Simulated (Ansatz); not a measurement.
# Relativity in Tc

```xyz
2
Lattice="2.7400 0.0000 0.0000 -1.3700 2.3729 0.0000 0.0000 0.0000 4.3980" Properties=species:S:1:pos:R:3 pbc="T T T"
Tc    0.0000    1.5819    1.0995
Tc    1.3700    0.7910    3.2985
```

Atoms are numbered in the order listed.

The cell is COD entry 1541062, as deposited and not checked against the literature; nothing was relaxed.

One fixed cell is solved with PBE by full-potential LAPW in Ansatz 0.2.0 under different relativistic treatments. Pressure is positive in compression.

Sampling and basis: a Γ-centred 17×17×9 k mesh, Fermi–Dirac smearing of 0.08 eV, basis error target 1 meV/atom, no spin polarisation.

```tsv
setting	P (GPa)	lowest level at Γ above −25 eV, from the valence-band top or, without a gap, the Fermi level (eV)
scalar-relativistic	?	-7.30
non-relativistic	?	-6.34
with spin–orbit coupling	3.27	-7.31
```

Fill in "P (GPa)" for the row "scalar-relativistic".

3.11.

Fill in "P (GPa)" for the row "non-relativistic".

8.50.
